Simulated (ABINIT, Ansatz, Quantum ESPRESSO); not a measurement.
One calculation of CoO, 4 ways

```
Co O
1.0
     1.50547    0.86918    2.43993
    -1.50547    0.86918    2.43993
     0.00000   -1.73837    2.43993
Co O
1 1
Cartesian
  0.0000 0.0000 0.0000
  0.0000 0.0000 3.6599
```

The cell is a database's computed one, not the measured one.

Alike in all runs: task band structure; functional PBEsol; k mesh 11 × 11 × 11; occupations fermi-dirac, width 0.05 eV; collinear spin, ferromagnetic start; no spin-orbit coupling. Pressure is positive in compression and, in plane waves, holds the error of the finite cutoff, which Ansatz's Pulay term estimates and takes out.

```tsv
program and potentials	plane-wave cutoff (eV)	notes	pressure (GPa)	net moment per atom (μB)
ABINIT, JTH PAW PBE v2.0	707	potentials made for PBE	-9.34	1.47
Quantum ESPRESSO, GBRV 1.5 PBEsol	762	-	-8.81	1.50
Ansatz, all-electron LAPW, scalar-relativistic	-	-	-9.18	1.47
Ansatz, PAW datasets made for the crystal	400	-	-9.18	1.47
```

The pressure spans -9.34 (ABINIT, JTH PAW PBE v2.0) to -8.81 GPa (Quantum ESPRESSO, GBRV 1.5 PBEsol), with all-electron results at -9.18. The net moment per atom spans 1.47 (ABINIT, JTH PAW PBE v2.0) to 1.50 μB (Quantum ESPRESSO, GBRV 1.5 PBEsol), with all-electron results at 1.47. The state is the one that the start led to, which needn't be the lowest.

Differences between rows come from potentials, basis sets and numerical settings, since the functional is the same but for its coding. Runs on potential files found faulty are left out.
